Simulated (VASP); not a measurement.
# AlN (P6_3mc) in VASP: notebook

The runs below take AlN through single point, with PBE.

Everything below comes from runs of VASP 6.6.1. Logs are shortened: lines on timing, memory, paths and dates and some standing lists are left out, and cuts for length are marked.

**1. The undisturbed crystal**

Symmetry: P6_3mc, No. 186, hexagonal system. The conventional cell has a = 3.130 Å, b = 3.130 Å, c = 5.018 Å, α = 90.00°, β = 90.00°, γ = 120.00°. Al (site symmetry 3m) has 4 N at 1.90 to 1.91 Å as nearest neighbours. N (site symmetry 3m) is surrounded by 4 Al at 1.90 to 1.91 Å.

**2. Single point, PBE (strained and moved within a subgroup)**

INCAR reads:

```
ALGO = Fast
EDIFF = 1E-6
ENCUT = 520
GGA = PE
ISIF = 2
ISMEAR = 0
LASPH = T
LCHARG = F
LREAL = F
LWAVE = F
NBANDS = 16
NELM = 100
PREC = Accurate
SIGMA = 0.02
```

KPOINTS reads:

```
k-points
0
Gamma
  9 9 6
```

POSCAR reads:

```
AlN
1.0
    3.2153140537      0.0194748735      0.1244400861
   -1.5907912917      2.6774106357     -0.0588253423
    0.1991200000      0.0062722800      4.8960123400
Al N
2 2
Direct
    0.4220231763      0.6824264066     -0.0206990759
    0.6787393025      0.3726955665      0.4987484934
    0.2489316375      0.6823633083      0.3703656087
    0.6503058836      0.2625147186      0.9215829650
```

Potentials or basis: VASP PAW PBE potentials, release 64 (Al, N).

Launch:

```console
$ cat potpaw_PBE.64/Al/POTCAR potpaw_PBE.64/N/POTCAR > POTCAR
$ mpirun -np 1 vasp_std > vasp.out
```

OUTCAR:

```text
EDIFF = 1E-6
   ENCUT = 520
   GGA = PE
   ISIF = 2
   ISMEAR = 0
   LASPH = T
   LREAL = F
   NELM = 100
   PREC = Accurate

 ion  position               nearest neighbor table
   1  0.422  0.682  0.979-   4 1.60   4 1.80   3 1.95   4 2.18   2 2.74   2 3.02   2 3.07   2 3.15
                             2 3.17   2 3.25
   2  0.679  0.373  0.499-   3 1.66   3 1.99   4 2.10   3 2.18   1 2.74   1 3.02   1 3.07   1 3.15
                             1 3.17   1 3.25
   3  0.249  0.682  0.370-   2 1.66   1 1.95   2 1.99   2 2.18
   4  0.650  0.263  0.922-   1 1.60   1 1.80   2 2.10   1 2.18

  LATTYP: Found a triclinic cell.
 ALAT       =     3.2177801463
 B/A-ratio  =     0.9680277549
 C/A-ratio  =     1.5228087524
 COS(alpha) =     0.0385223328
 COS(beta)  =     0.0792534848
 COS(gamma) =     0.5058404406

  Lattice vectors:

 A1 = (  -3.2153140537,  -0.0194748735,  -0.1244400861)
 A2 = (  -1.5907912917,   2.6774106357,  -0.0588253423)
 A3 = (  -0.1991200000,  -0.0062722800,  -4.8960123400)

Analysis of symmetry for initial positions (statically):
=====================================================================
 Subroutine PRICEL returns:
 Original cell was already a primitive cell.

 Routine SETGRP: Setting up the symmetry group for a
 triclinic supercell.

 Subroutine GETGRP returns: Found  1 space group operations
 (whereof  1 operations were pure point group operations)
 out of a pool of  2 trial point group operations.

The static configuration has the point symmetry C_1 .

Analysis of symmetry for dynamics (positions and initial velocities):
=====================================================================
 Subroutine PRICEL returns:
 Original cell was already a primitive cell.

 Routine SETGRP: Setting up the symmetry group for a
 triclinic supercell.

 Subroutine GETGRP returns: Found  1 space group operations
 (whereof  1 operations were pure point group operations)
 out of a pool of  2 trial point group operations.

The dynamic configuration has the point symmetry C_1 .

 Subroutine INISYM returns: Found  1 space group operations
 (whereof  1 operations are pure point group operations),
 and found     1 'primitive' translations
[... 96 lines left out ...]
   LASPH  =      T    aspherical Exc in radial PAW
   ENCUT  =  520.0 eV  38.22 Ry    6.18 a.u.   5.98  5.79  9.11*2*pi/ulx,y,z
   NELM   =    100;   NELMIN=  2; NELMDL= -5     # of ELM steps
   EDIFF  = 0.1E-05   stopping-criterion for ELM
   LREAL  =      F    real-space projection
   EDIFFG = 0.1E-04   stopping-criterion for IOM
   NSW    =      0    number of steps for IOM
   IBRION =     -1    ionic relax: 0-MD 1-quasi-New 2-CG
   NFREE  =      0    steps in history (QN), initial steepest desc. (CG)
   ISIF   =      2    stress and relaxation
   ISYM   =      2    0-nonsym 1-usesym 2-fastsym
   POTIM  = 0.5000    time-step for ionic-motion
   TEBEG  =    0.0;   TEEND  =   0.0 temperature during run
   PSTRESS=    0.0 pullay stress
   NELECT =      16.0000    total number of electrons
   NUPDOWN=      -1.0000    fix difference up-down
   EMIN   =  10.00;   EMAX   =-10.00  energy-range for DOS
   EFERMI =   0.00;   METHOD = LEGACY
   ISMEAR =     0;   SIGMA  =   0.02  broadening in eV -4-tet -1-fermi 0-gaus
   EFERMI_NEDOS =   21; number of points for ismear=-14 and -15
   IALGO  =     68    algorithm
   IMIX   =      4    mixing-type and parameters
     AMIX     =   0.40;   BMIX     =  1.00
     AMIX_MAG =   1.60;   BMIX_MAG =  1.00
  volume/ion in A,a.u.               =      10.56        71.25
  Fermi-wavevector in a.u.,A,eV,Ry     =   1.184575  2.238523 19.091950  1.403219
  Thomas-Fermi vector in A             =   2.320787
   LORBIT       =      0    0 simple, 1 ext, 2 COOP (PROOUT), +10 PAW based schemes
   GGA     = PE    functional components
   LHFCALC =     F    Hartree Fock is set to
   AEXX    =    0.0000 exact exchange contribution
   IVDW    =     0    specifies the selected vdW correction
   LEPSILON=     F    determine dielectric tensor
   LRPA    =     F    only Hartree local field effects (RPA)
 non-spin polarized calculation
 RMM-DIIS sequential band-by-band and
 Gauss-broadening in eV      SIGMA  =   0.02
  energy-cutoff  :      520.00
  volume of cell :       42.23
 maximum number of plane-waves:      1154
   NGX = 11   NGY = 11   NGZ = 19

 number of electron      16.0000001 magnetization

 Free energy of the ion-electron system (eV)
  ---------------------------------------------------
  ext. energy  EPLUGINS =         0.00000000
  ---------------------------------------------------
  free energy    TOTEN  =       -27.09017974 eV

  energy without entropy =      -27.09017974  energy(sigma->0) =      -27.09017974

 E-fermi :   6.7929     XC(G=0): -10.8702

 val. band max:        6.6982264522   @ k =   0.0000   0.0000   0.0000
 cond. band min:       9.4112405495   @ k =   0.0000   0.0000   0.0000
 fundamental gap:      2.7130140972
 Fermi energy:         6.7928936324

 k-point     1 :       0.0000    0.0000    0.0000
  band No.  band energies     occupation
      1      -9.1666      2.00000
      2      -6.7873      2.00000
      3       0.2372      2.00000
      4       4.1114      2.00000
      5       4.9046      2.00000
      6       5.6372      2.00000
[... 433 lines left out ...]
      3       1.4028      2.00000
      4       1.9091      2.00000
      5       2.6747      2.00000
      6       4.2463      2.00000
[... 8 lines left out ...]
     15      18.9491      0.00000
     16      20.9193      0.00000

 [... further k-points ...]

------------------------ aborting loop because EDIFF is reached ----------------------------------------

  FORCE on cell =-STRESS in cart. coord.  units (eV):
  Direction    XX          YY          ZZ          XY          YZ          ZX
  --------------------------------------------------------------------------------------
  -------------------------------------------------------------------------------------
  Total        1.4091287     12.2923173      1.3746784      0.6180522     -3.2089058     -4.1508032
  in kB       53.4570314    466.3241854     52.1501181     23.4465696   -121.7337897   -157.4658280
  external PRESSURE =     190.6437783 kB  Pullay stress =       0.0000000 kB

 VOLUME and BASIS-vectors are now :
 -----------------------------------------------------------------------------
  energy-cutoff  :      520.00
  volume of cell :       42.23
      direct lattice vectors                 reciprocal lattice vectors
     3.215314054  0.019474873  0.124440086     0.310393992  0.184138953 -0.012859572
    -1.590791292  2.677410636 -0.058825342    -0.002239190  0.372156297 -0.000385702
     0.199120000  0.006272280  4.896012340    -0.007916070 -0.000208751  0.204570064

 POSITION                                       TOTAL-FORCE (eV/Angst)
 -----------------------------------------------------------------------------------
      0.46634      1.84150      4.80704        -1.833441     -6.881117      3.435536
      1.68879      1.01421      2.50442        -4.110993     -3.423687      0.565438
     -0.21136      1.83414      1.80415         5.550314      2.452377      0.398173
      1.85684      0.72130      4.57756         0.394120      7.852427     -4.399147
 -----------------------------------------------------------------------------------
    total drift:                                0.000239     -0.000256      0.000374

  FREE ENERGIE OF THE ION-ELECTRON SYSTEM (eV)
  ---------------------------------------------------
  free  energy   TOTEN  =       -27.0901797363 eV

  energy  without entropy=      -27.0901797363  energy(sigma->0) =      -27.09017974
```

OSZICAR:

```text
N       E                     dE             d eps       ncg     rms          rms(c)
DAV:   1     0.443189787939E+02    0.44319E+02   -0.73495E+03  7816   0.895E+02
DAV:   2    -0.291351113638E+02   -0.73454E+02   -0.66913E+02 10832   0.189E+02
DAV:   3    -0.327129230781E+02   -0.35778E+01   -0.35668E+01  9880   0.433E+01
DAV:   4    -0.327349174882E+02   -0.21994E-01   -0.21993E-01 10088   0.383E+00
DAV:   5    -0.327352109413E+02   -0.29345E-03   -0.29345E-03 10184   0.446E-01    0.133E+01
RMM:   6    -0.271019562364E+02    0.56333E+01   -0.11009E+01  7901   0.183E+01    0.433E+00
RMM:   7    -0.271166031743E+02   -0.14647E-01   -0.87854E-01  9081   0.779E+00    0.296E+00
RMM:   8    -0.270960491819E+02    0.20554E-01   -0.85959E-02  8631   0.229E+00    0.488E-01
RMM:   9    -0.270899467194E+02    0.61025E-02   -0.18690E-02  9558   0.861E-01    0.228E-01
RMM:  10    -0.270900379777E+02   -0.91258E-04   -0.32783E-03  9785   0.376E-01    0.829E-02
RMM:  11    -0.270901777195E+02   -0.13974E-03   -0.31540E-04  9281   0.144E-01    0.323E-02
RMM:  12    -0.270901779781E+02   -0.25858E-06   -0.11025E-04  9734   0.663E-02    0.101E-02
RMM:  13    -0.270901794619E+02   -0.14838E-05   -0.14853E-05  9767   0.311E-02    0.358E-03
RMM:  14    -0.270901797363E+02   -0.27436E-06   -0.30894E-06  7738   0.124E-02
   1 F= -.27090180E+02 E0= -.27090180E+02  d E =-.432102E-14
```

stdout:

```text
POSCAR found type information on POSCAR AlN
 POSCAR found :  2 types and       4 ions
 scaLAPACK will be used
 LDA part: xc-table for (Slater+PW92), standard interpolation
 POSCAR, INCAR and KPOINTS ok, starting setup
 FFT: planning ... GRIDC
 FFT: planning ... GRID_SOFT
 FFT: planning ... GRID
 WAVECAR not read
 entering main loop
```

It took 46 s on 1 thread of Intel Xeon 6975P-C (Granite Rapids), shared host; peak memory 0.25 GiB.

Results:

```
Free energy            : -27.0902 eV
Pressure               : 19.1 GPa
Largest force          : 9.009 eV/Å
Band gap on the k mesh : 2.71 eV, direct
```

Forces in eV/Å, atoms in the order of the input:
```
Al  -1.833 -6.881  3.436
Al  -4.111 -3.424  0.565
N    5.550  2.452  0.398
N    0.394  7.852 -4.399
```

Levels at points of the mesh, in eV from the valence-band top:
```tsv
k point	band 5	band 6	band 7	band 8	band 9	band 10	band 11	band 12
(0.00, 0.00, 0.00)	-1.79	-1.06	-0.40	0.00	2.71	5.52	9.05	9.50
(0.00, 0.00, 0.50)	-2.50	-1.51	-1.12	-0.35	4.69	5.47	8.01	10.01
```

Caveat: so large a pressure means that the cell lies far from this level's equilibrium, or that cutoff or potentials fall short; an odd mesh through Γ misses points on the zone boundary, where band edges often lie; forces of over 1 eV/Å show positions far from the minimum, so gaps and moduli don't describe the material at rest.

**3. Single point, PBE (Al replaced by B, lengths x 0.884, strained and moved within the space group)**

INCAR reads:

```
  PREC = Accurate
  ENCUT = 520
  EDIFF = 1E-7
  ISMEAR = 0
  SIGMA = 0.1
  LREAL = F
  LASPH = T
  NELM = 100
  ALGO = Normal
  ISIF = 2
  LWAVE = F
  LCHARG = T
  GGA = PE
  LELF = T
  LVHAR = T
  NBANDS = 16
```

KPOINTS reads:

```
regular mesh
0
Gamma
  9 9 4
```

POSCAR reads:

```
BN
1.0
    2.8139119458      0.0000000000      0.0000000000
   -1.4069559729      2.4369192290      0.0000000000
    0.0000000000      0.0000000000      4.5026178007
B N
2 2
Direct
    0.3333333333      0.6666666667      0.0000000000
    0.6666666667      0.3333333333      0.5000000000
    0.3333333333      0.6666666667      0.3850000000
    0.6666666667      0.3333333333      0.8850000000
```

Potentials or basis: VASP PAW PBE potentials, release 64 (B, N).

Launch:

```console
$ cat potpaw_PBE.64/B/POTCAR potpaw_PBE.64/N/POTCAR > POTCAR
$ mpirun -np 1 vasp_std > vasp.out
```

It took 7.6 s on 1 thread of Intel Xeon 6975P-C (Granite Rapids), shared host; peak memory 0.15 GiB.

The run converged. Its results:

| Quantity | Value |
| --- | --- |
| Free energy | -33.1918 eV |
| Pressure | -58.7 GPa |
| Largest force | 0.698 eV/Å |
| Band gap on the k mesh | 5.19 eV, indirect (least direct gap 5.72 eV) |

Forces in eV/Å, atoms in the order of the input:
```
B    0.000  0.000  0.698
B    0.000  0.000  0.698
N    0.000  0.000 -0.698
N    0.000  0.000 -0.698
```

Stress tensor (GPa, compression positive):
```
-65.68   0.00   0.00
  0.00 -65.68   0.00
  0.00   0.00 -44.63
```

Levels at points of the mesh, in eV from the valence-band top:
```
           k point  band 5  band 6  band 7  band 8  band 9  band 10  band 11  band 12
(0.00, 0.00, 0.00)   -2.10   -0.39   -0.39    0.00    5.72     6.27     6.91     6.91
(0.00, 0.00, 0.50)   -1.33   -1.33   -1.33   -1.33    6.28     6.28     8.13     8.13
```

Caveat: the cell as given lies far from equilibrium; so large a pressure means that the cell lies far from this level's equilibrium, or that cutoff or potentials fall short; an odd mesh through Γ misses points on the zone boundary, where band edges often lie.
